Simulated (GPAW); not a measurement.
# Sb (R-3m) in GPAW: further runs

Runs on Sb. Level: PBE. Tasks: single point.

Everything below comes from runs of GPAW 26.7.0. Logs are shortened: lines on timing, memory, paths and dates and some standing lists are left out, and cuts for length are marked. The log counts tension as positive stress, the text compression.

**1. The crystal as given**

Symmetry: R-3m, No. 166, trigonal system. The conventional cell has a = 4.308 Å, b = 4.308 Å, c = 11.274 Å, α = 90.00°, β = 90.00°, γ = 120.00°. Sb (site symmetry 3m) is surrounded by 3 Sb at 2.91 Å.

**2. Single point, PBE**

Input file run.py:

```python
from ase.dft.bandgap import bandgap
from ase.io import read, write
from ase.units import GPa
from gpaw import GPAW, PW

atoms = read('POSCAR')

calc = GPAW(mode=PW(600),
            xc='PBE',
            kpts={'size': (8, 8, 8), 'gamma': True},
            occupations={'name': 'methfessel-paxton', 'order': 0, 'width': 0.017},
            nbands=25,
            convergence={'density': 1e-05, 'energy': 1e-05},
            maxiter=150,
            txt='gpaw.txt')
atoms.calc = calc
energy = atoms.get_potential_energy()
forces = atoms.get_forces()
stress = atoms.get_stress()
calc.write('gs.gpw')
write('result.traj', atoms)
print(f'Energy: {energy:.6f} eV')
print('Forces (eV/A):')
print(forces.round(4))
print('Stress (GPa):', (stress / GPa).round(3))
print('Fermi level:', round(calc.get_fermi_level(), 4), 'eV')
print(f'Gap: {bandgap(calc)[0]:.4f} eV, direct: {bandgap(calc, direct=True)[0]:.4f} eV')
```

Input file POSCAR:

```
Sb
1.0
    2.1542000000      1.2437279499      3.7580000000
   -2.1542000000      1.2437279499      3.7580000000
    0.0000000000     -2.4874558998      3.7580000000
Sb
2
Direct
    0.7665100000      0.7665100000      0.7665100000
    0.2334900000      0.2334900000      0.2334900000
```

Potentials or basis: GPAW PAW data sets (gpaw-data 1.2.1), pw.

Started as:

```sh
OMP_NUM_THREADS=1 python run.py
```

gpaw.txt:

```text
__  _  _
 | _ |_)|_||  |
 |__||  | ||/\| - 26.7.0

Input parameters:
  mode=PW(ecut=600.0),
  convergence={'density': 1e-05, 'energy': 1e-05},
  kpts=MonkhorstPack(size=(8, 8, 8), gamma=True),
  maxiter=150,
  nbands=25,
  occupations=Occupations(name='methfessel-paxton', order=0, width=0.017),
  xc=XC(name='PBE')

Diagonalizing LCAO Hamiltonian
Converting LCAO to pw mode

       Sb

       Sb

Atoms  # Å, Bohr magnetons
|   | symbol |         x |         y |        z |    initial magnetic moments |
|---|--------|-----------|-----------|----------|-----------------------------|
| 0 |     Sb |  0.000000 | -0.000000 | 8.641634 | ( 0.0000,  0.0000,  0.0000) |
| 1 |     Sb | -0.000000 | -0.000000 | 2.632366 | ( 0.0000,  0.0000,  0.0000) |

Unit cell  # Å
| periodic |         x |         y |        z |  lengths |    angles |
|----------|-----------|-----------|----------|----------|-----------|
|      yes |  2.154200 |  1.243728 | 3.758000 | 4.506662 | 57.110173 |
|      yes | -2.154200 |  1.243728 | 3.758000 | 4.506662 | 57.110173 |
|      yes |  0.000000 | -2.487456 | 3.758000 | 4.506662 | 57.110173 |

Number of symmetries: 12
Symmetry operations  # r_c * U_cc + t_c -> r_c
|    | kind |            matrix            |
|----|------|------------------------------|
|  0 |  E   |  1, 0, 0,  0, 1, 0,  0, 0, 1 |
|  1 |  σ   |  1, 0, 0,  0, 0, 1,  0, 1, 0 |
|  2 |  σ   |  0, 1, 0,  1, 0, 0,  0, 0, 1 |
|  3 |  C3  |  0, 1, 0,  0, 0, 1,  1, 0, 0 |
|  4 |  C3  |  0, 0, 1,  1, 0, 0,  0, 1, 0 |
|  5 |  σ   |  0, 0, 1,  0, 1, 0,  1, 0, 0 |
|  6 |  C2  |  0, 0,-1,  0,-1, 0, -1, 0, 0 |
|  7 |  S6  |  0, 0,-1, -1, 0, 0,  0,-1, 0 |
|  8 |  S6  |  0,-1, 0,  0, 0,-1, -1, 0, 0 |
|  9 |  C2  |  0,-1, 0, -1, 0, 0,  0, 0,-1 |
| 10 |  C2  | -1, 0, 0,  0, 0,-1,  0,-1, 0 |
| 11 |  i   | -1, 0, 0,  0,-1, 0,  0, 0,-1 |

BZ-sampling:
  Number of BZ points: 512
  Number of IBZ points: 65

  Monkhorst-Pack size: [8, 8, 8]
  Monkhorst-Pack shift: [0.0625, 0.0625, 0.0625]

K-points  # in reciprocal-cell coordinates
|     |                                coordinates |     weight |
|-----|--------------------------------------------|------------|
|   0 | (  0.00000000,   0.00000000,   0.00000000) | 0.00195312 |
|   1 | (  0.12500000,   0.00000000,  -0.12500000) | 0.01171875 |
|   2 | (  0.12500000,   0.00000000,   0.00000000) | 0.01171875 |
|   3 | (  0.12500000,   0.12500000,  -0.12500000) | 0.01171875 |
|   4 | (  0.12500000,   0.12500000,   0.00000000) | 0.01171875 |
|   5 | (  0.12500000,   0.12500000,   0.12500000) | 0.00390625 |
|   6 | (  0.25000000,  -0.12500000,  -0.12500000) | 0.01171875 |
|   7 | (  0.25000000,   0.00000000,  -0.25000000) | 0.01171875 |
|   8 | (  0.25000000,   0.00000000,  -0.12500000) | 0.02343750 |
|   9 | (  0.25000000,   0.00000000,   0.00000000) | 0.01171875 |
| ... |                                            |            |
|  64 | (  0.50000000,   0.50000000,   0.50000000) | 0.00195312 |

Plane wave coefficients: 2032
Cutoff: 600.0 eV

Spin-components: 1 (collinear spins)
Bands:           25
Projectors:      12
Spin-degeneracy: 2
Datatype:        complex128

Parallelization:
  kpt:    1
  domain: 1
  band:   1

Density:
  Valence electrons: 30.0
  Components: 1
  Grid points: [27 27 27]
  Charge: 0.0  # |e|

Potential:
  Grid points: [27 27 27]

species:
  Sb:
    name:    Antimony
    Z:       51.0
    valence: 15
    core:    36
    charge:  0.0  # [|e|]
    compensation charges:
      type: gauss
      rc: 0.36  # [Å]
      lmax: 2
    cutoffs:
      filter: 2.23  # [Å]
      core: 2.23  # [Å]
    projectors
    | kind |    occ | energy [eV] | rcut [Å] |
    |------|--------|-------------|----------|
    |   5s |  2.000 |     -12.815 |    1.154 |
    |   5p |  3.000 |      -4.830 |    1.233 |
    |   4d | 10.000 |     -33.514 |    1.196 |
    |    s |        |      14.396 |    1.154 |
    |    p |        |      22.381 |    1.233 |
    |    d |        |      -6.303 |    1.196 |

    Using partial waves for Sb as LCAO basis

Reference energy: -352563.116496  # eV

eigensolver:
  PPCG
  Converge bands: occupied
  niter=2

density mixing:
  MSR1-Mixer
  Pratt-step length: 0.05
  Maximum mixing coefficient: 0.75
  Old densities: 10
  SVD Regularization: 0.005
  Good broyden scale: 1.0
  Trust region scale: 1.0
  Backstep threshold: 4.0
  History deletion threshold: 6.0
  Fourier metric: weight=20.0, sigma=0.015

occupation numbers:
  Methfessel-Paxton:
    width: 0.0170  # eV
    order: 0

poisson solver:
  ecut: 4800.0  # eV

xc functional:
  name: PBE with 2 nearest neighbor stencil

convergence criteria:
- Maximum integral of absolute [dens]ity change: 1e-05 electrons / valence electron
- Maximum [total energy] change in last 3 cyles: 1e-05 eV / valence electron
- Maximum integral of absolute [eigenst]ate change: 4e-08 eV^2 / valence electron
maximum number of iterations: 150

SCF iterations
|iter     | |      energy | eigst |  dens |
|---------|-|-------------|-------|-------|
|iter:   1| |   -8.797984 | +0.40 |       |
|iter:   2| |   -8.806082 | -1.95 | -1.68 |
|iter:   3| |   -8.807548 | -2.74 | -1.70 |
|iter:   4| |   -8.809132 | -3.29 | -2.21 |
|iter:   5| |   -8.809349 | -4.51 | -2.96 |
|iter:   6| |   -8.809384c| -5.56 | -3.45 |
|iter:   7| |   -8.809385c| -6.81 | -4.30 |
|iter:   8| |   -8.809386c| -7.49c| -4.80 |
|iter:   9| |   -8.809386c| -7.90c| -5.91c|

Converged in 9 steps
Energy contributions relative to reference atoms: (reference = -352563.116496)

Energy contributions:
  Kinetic:           2.393424
  Coulomb:          -3.515893
  Zero:              0.360594
  External:          0.000000
  Xc:               -8.047454
  Entropy:          -0.000115
  Spinorbit:         0.000000
  ----------------------------
  Free energy:      -8.809443
  Extrapolated:     -8.809386

dipole moment: (-0.000000, 0.000000, -0.000002)  # |e|*Ang

Fermi level: 7.034
Eigenvalues  # (at kpt = [0.000, 0.000, 0.000])
| band index |      eig [eV] | occ [0-2] |
|------------|---------------|-----------|
|          0 |       -22.529 |     2.000 |
|        ... |               |           |
|          7 |       -22.325 |     2.000 |
|          8 |       -22.249 |     2.000 |
|          9 |       -22.249 |     2.000 |
|         10 |        -5.767 |     2.000 |
|         11 |         2.141 |     2.000 |
|         12 |         4.866 |     2.000 |
[... 8 lines left out ...]
|         21 |        13.564 |     0.000 |
|         22 |        13.977 |     0.000 |
|        ... |               |           |
|         24 |        14.679 |     0.000 |

No gap
No difference between direct/indirect transitions

Forces  # eV/Ang
|       x |        y |        z |
|---------|----------|----------|
| 0.00000 | -0.00000 | -0.12454 |  # Sb   0
| 0.00000 |  0.00000 |  0.12454 |  # Sb   1

Stress tensor  # eV/Ang^3
|         x |         y |         z |
|-----------|-----------|-----------|
| -0.016380 | -0.000000 | -0.000000 |
| -0.000000 | -0.016380 | -0.000000 |
| -0.000000 | -0.000000 | -0.012174 |

# Writing to gs.gpw (mode='')
```

It took 50 s on 1 thread of Arm Neoverse V2, shared host; peak memory 0.22 GiB.

Results:

```yaml
Free_energy: -8.8094 eV
Pressure: 2.4 GPa
Largest_force: 0.125 eV/Å
Band_gap_on_the_k_mesh: none (metal or under the smearing width)
```

Forces in eV/Å, atoms in the order of the input:
```
Sb   0.000  0.000 -0.125
Sb   0.000  0.000  0.125
```

Levels at points of the mesh, in eV from the Fermi level:
```csv
k point,band 12,band 13,band 14,band 15,band 16,band 17,band 18,band 19
"(0.00, 0.00, 0.00)",-4.89,-2.17,-1.90,-1.90,1.98,2.60,2.60,5.05
"(0.50, 0.00, 0.00)",-9.72,-2.04,-1.93,-0.39,-0.30,0.10,0.40,7.53
"(0.50, 0.50, 0.00)",-8.08,-5.53,-3.85,-3.76,1.44,4.83,5.42,6.83
"(0.50, 0.50, 0.50)",-9.07,-1.42,-1.42,-0.56,0.03,0.03,1.02,6.94
```

**3. Single point, PBE**

Changes to run.py since step 2:

```diff
@@ -5,3 +5,3 @@
 
-atoms = read('POSCAR')
+atoms = read('Sb.xyz')
 
@@ -10,3 +10,3 @@
             kpts={'size': (8, 8, 8), 'gamma': True},
-            occupations={'name': 'methfessel-paxton', 'order': 0, 'width': 0.017},
+            occupations={'name': 'methfessel-paxton', 'order': 0, 'width': 0.018000000000000002},
             nbands=25,
```

Input file Sb.xyz:

```xyz
2
Lattice="2.1542000000 1.2437279499 3.7580000000 -2.1542000000 1.2437279499 3.7580000000 0.0000000000 -2.4874558998 3.7580000000" Properties=species:S:1:pos:R:3 pbc="T T T"
Sb     0.0000000000      0.0000000000      8.6416337400
Sb     0.0000000000      0.0000000000      2.6323662600
```

Potentials or basis: GPAW PAW data sets (gpaw-data 1.2.1), pw.

Started as:

```sh
OMP_NUM_THREADS=1 python run.py
```

gpaw.txt:

```text
__  _  _
 | _ |_)|_||  |
 |__||  | ||/\| - 26.7.0

Input parameters:
  mode=PW(ecut=600.0),
  convergence={'density': 1e-05, 'energy': 1e-05},
  kpts=MonkhorstPack(size=(8, 8, 8), gamma=True),
  maxiter=150,
  nbands=25,
  occupations=Occupations(name='methfessel-paxton', order=0, width=0.018000000000000002),
  xc=XC(name='PBE')

Diagonalizing LCAO Hamiltonian
Converting LCAO to pw mode

       Sb

       Sb

Atoms  # Å, Bohr magnetons
|   | symbol |        x |        y |        z |    initial magnetic moments |
|---|--------|----------|----------|----------|-----------------------------|
| 0 |     Sb | 0.000000 | 0.000000 | 8.641634 | ( 0.0000,  0.0000,  0.0000) |
| 1 |     Sb | 0.000000 | 0.000000 | 2.632366 | ( 0.0000,  0.0000,  0.0000) |

Unit cell  # Å
| periodic |         x |         y |        z |  lengths |    angles |
|----------|-----------|-----------|----------|----------|-----------|
|      yes |  2.154200 |  1.243728 | 3.758000 | 4.506662 | 57.110173 |
|      yes | -2.154200 |  1.243728 | 3.758000 | 4.506662 | 57.110173 |
|      yes |  0.000000 | -2.487456 | 3.758000 | 4.506662 | 57.110173 |

Number of symmetries: 12
Symmetry operations  # r_c * U_cc + t_c -> r_c
|    | kind |            matrix            |
|----|------|------------------------------|
|  0 |  E   |  1, 0, 0,  0, 1, 0,  0, 0, 1 |
|  1 |  σ   |  1, 0, 0,  0, 0, 1,  0, 1, 0 |
|  2 |  σ   |  0, 1, 0,  1, 0, 0,  0, 0, 1 |
|  3 |  C3  |  0, 1, 0,  0, 0, 1,  1, 0, 0 |
|  4 |  C3  |  0, 0, 1,  1, 0, 0,  0, 1, 0 |
|  5 |  σ   |  0, 0, 1,  0, 1, 0,  1, 0, 0 |
|  6 |  C2  |  0, 0,-1,  0,-1, 0, -1, 0, 0 |
|  7 |  S6  |  0, 0,-1, -1, 0, 0,  0,-1, 0 |
|  8 |  S6  |  0,-1, 0,  0, 0,-1, -1, 0, 0 |
|  9 |  C2  |  0,-1, 0, -1, 0, 0,  0, 0,-1 |
| 10 |  C2  | -1, 0, 0,  0, 0,-1,  0,-1, 0 |
| 11 |  i   | -1, 0, 0,  0,-1, 0,  0, 0,-1 |

BZ-sampling:
  Number of BZ points: 512
  Number of IBZ points: 65

  Monkhorst-Pack size: [8, 8, 8]
  Monkhorst-Pack shift: [0.0625, 0.0625, 0.0625]

K-points  # in reciprocal-cell coordinates
|     |                                coordinates |     weight |
|-----|--------------------------------------------|------------|
|   0 | (  0.00000000,   0.00000000,   0.00000000) | 0.00195312 |
|   1 | (  0.12500000,   0.00000000,  -0.12500000) | 0.01171875 |
|   2 | (  0.12500000,   0.00000000,   0.00000000) | 0.01171875 |
|   3 | (  0.12500000,   0.12500000,  -0.12500000) | 0.01171875 |
|   4 | (  0.12500000,   0.12500000,   0.00000000) | 0.01171875 |
|   5 | (  0.12500000,   0.12500000,   0.12500000) | 0.00390625 |
|   6 | (  0.25000000,  -0.12500000,  -0.12500000) | 0.01171875 |
|   7 | (  0.25000000,   0.00000000,  -0.25000000) | 0.01171875 |
|   8 | (  0.25000000,   0.00000000,  -0.12500000) | 0.02343750 |
|   9 | (  0.25000000,   0.00000000,   0.00000000) | 0.01171875 |
| ... |                                            |            |
|  64 | (  0.50000000,   0.50000000,   0.50000000) | 0.00195312 |

Plane wave coefficients: 2032
Cutoff: 600.0 eV

Spin-components: 1 (collinear spins)
Bands:           25
Projectors:      12
Spin-degeneracy: 2
Datatype:        complex128

Parallelization:
  kpt:    1
  domain: 1
  band:   1

Density:
  Valence electrons: 30.0
  Components: 1
  Grid points: [27 27 27]
  Charge: 0.0  # |e|

Potential:
  Grid points: [27 27 27]

species:
  Sb:
    name:    Antimony
    Z:       51.0
    valence: 15
    core:    36
    charge:  0.0  # [|e|]
    compensation charges:
      type: gauss
      rc: 0.36  # [Å]
      lmax: 2
    cutoffs:
      filter: 2.23  # [Å]
      core: 2.23  # [Å]
    projectors
    | kind |    occ | energy [eV] | rcut [Å] |
    |------|--------|-------------|----------|
    |   5s |  2.000 |     -12.815 |    1.154 |
    |   5p |  3.000 |      -4.830 |    1.233 |
    |   4d | 10.000 |     -33.514 |    1.196 |
    |    s |        |      14.396 |    1.154 |
    |    p |        |      22.381 |    1.233 |
    |    d |        |      -6.303 |    1.196 |

    Using partial waves for Sb as LCAO basis

Reference energy: -352563.116496  # eV

eigensolver:
  PPCG
  Converge bands: occupied
  niter=2

density mixing:
  MSR1-Mixer
  Pratt-step length: 0.05
  Maximum mixing coefficient: 0.75
  Old densities: 10
  SVD Regularization: 0.005
  Good broyden scale: 1.0
  Trust region scale: 1.0
  Backstep threshold: 4.0
  History deletion threshold: 6.0
  Fourier metric: weight=20.0, sigma=0.015

occupation numbers:
  Methfessel-Paxton:
    width: 0.0180  # eV
    order: 0

poisson solver:
  ecut: 4800.0  # eV

xc functional:
  name: PBE with 2 nearest neighbor stencil

convergence criteria:
- Maximum integral of absolute [dens]ity change: 1e-05 electrons / valence electron
- Maximum [total energy] change in last 3 cyles: 1e-05 eV / valence electron
- Maximum integral of absolute [eigenst]ate change: 4e-08 eV^2 / valence electron
maximum number of iterations: 150

SCF iterations
|iter     | |      energy | eigst |  dens |
|---------|-|-------------|-------|-------|
|iter:   1| |   -8.797987 | +0.40 |       |
|iter:   2| |   -8.806085 | -1.95 | -1.68 |
|iter:   3| |   -8.807551 | -2.74 | -1.70 |
|iter:   4| |   -8.809135 | -3.29 | -2.21 |
|iter:   5| |   -8.809351 | -4.51 | -2.96 |
|iter:   6| |   -8.809387c| -5.56 | -3.45 |
|iter:   7| |   -8.809388c| -6.81 | -4.30 |
|iter:   8| |   -8.809388c| -7.49c| -4.80 |
|iter:   9| |   -8.809388c| -7.90c| -5.91c|

Converged in 9 steps
Energy contributions relative to reference atoms: (reference = -352563.116496)

Energy contributions:
  Kinetic:           2.393298
  Coulomb:          -3.515770
  Zero:              0.360594
  External:          0.000000
  Xc:               -8.047449
  Entropy:          -0.000123
  Spinorbit:         0.000000
  ----------------------------
  Free energy:      -8.809450
  Extrapolated:     -8.809388

dipole moment: (-0.000000, 0.000000, -0.000002)  # |e|*Ang

Fermi level: 7.034
Eigenvalues  # (at kpt = [0.000, 0.000, 0.000])
| band index |      eig [eV] | occ [0-2] |
|------------|---------------|-----------|
|          0 |       -22.529 |     2.000 |
|        ... |               |           |
|          7 |       -22.325 |     2.000 |
|          8 |       -22.249 |     2.000 |
|          9 |       -22.249 |     2.000 |
|         10 |        -5.767 |     2.000 |
|         11 |         2.141 |     2.000 |
|         12 |         4.866 |     2.000 |
[... 8 lines left out ...]
|         21 |        13.564 |     0.000 |
|         22 |        13.977 |     0.000 |
|        ... |               |           |
|         24 |        14.679 |     0.000 |

No gap
No difference between direct/indirect transitions

Forces  # eV/Ang
|       x |        y |        z |
|---------|----------|----------|
| 0.00000 |  0.00000 | -0.12458 |  # Sb   0
| 0.00000 | -0.00000 |  0.12458 |  # Sb   1

Stress tensor  # eV/Ang^3
|         x |         y |         z |
|-----------|-----------|-----------|
| -0.016379 | -0.000000 | -0.000000 |
| -0.000000 | -0.016379 | -0.000000 |
| -0.000000 | -0.000000 | -0.012173 |

# Writing to gs.gpw (mode='')
```

Run time: 49 s. Hardware: 1 thread of Arm Neoverse V2, shared host; peak memory 0.22 GiB.

What came out:

- Free energy: -8.8094 eV
- Pressure: 2.4 GPa
- Largest force: 0.125 eV/Å
- Band gap on the k mesh: none (metal or under the smearing width)

Forces in eV/Å, atoms in the order of the input:
```
Sb   0.000  0.000 -0.125
Sb   0.000  0.000  0.125
```

The run has no spin-orbit coupling, so splittings on Sb are missing.

[end of part 1 of 2]
